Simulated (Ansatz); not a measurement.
# How far is PAW off for Li?

```
CELL_PARAMETERS angstrom
1.63533 0.98657 7.61276
-1.46566 0.95556 7.58175
0.05798 -1.71448 7.57040
ATOMIC_POSITIONS crystal
Li 0.00000 0.00000 0.00000
Li 0.22200 0.22200 0.22200
Li 0.77800 0.77800 0.77800
```

Atoms are numbered in the order listed.

Structure: COD 9017802, as refined from experiment and not relaxed. The listed cell was then made from it by scaling, straining or moving an atom.

Levels of theory: DFT, PBE, PAW with Ansatz's default frozen-core files, scalar-relativistic (Ansatz 0.2.0); DFT, PBE, all-electron PAW with datasets made for the crystal, scalar-relativistic (Ansatz 0.2.0); DFT, PBE, all-electron LAPW, scalar-relativistic (Ansatz 0.2.0).

For PAW: a Γ-centred 12×12×12 k mesh, Fermi–Dirac smearing of 0.05 eV, cutoff 420 eV, no spin polarisation. The crystal-made all-electron datasets (AE datasets) take a cutoff of 100 eV at this cell. LAPW targets a basis error of 1 meV/atom. The Ansatz runs share mesh, smearing and spin set-up. Plane-wave (PAW) pressures include the program's estimate of the Pulay term.

Stress and pressure are positive in compression.

The change that made this cell: equal xy, yz and zx engineering shear strains of +2 %.

```
       quantity    PAW  AE datasets   LAPW
 pressure (GPa)  -0.53        -0.52  -0.52
stress xx (GPa)  -0.48        -0.48  -0.48
stress yy (GPa)  -0.41        -0.41  -0.40
stress zz (GPa)  -0.69        -0.68  -0.68
stress yz (GPa)  -0.10        -0.10  -0.10
stress xz (GPa)  -0.12        -0.12  -0.12
stress xy (GPa)  -0.19        -0.19  -0.19
```

PAW's pressure differs from the LAPW value by about 0.01 GPa or less.
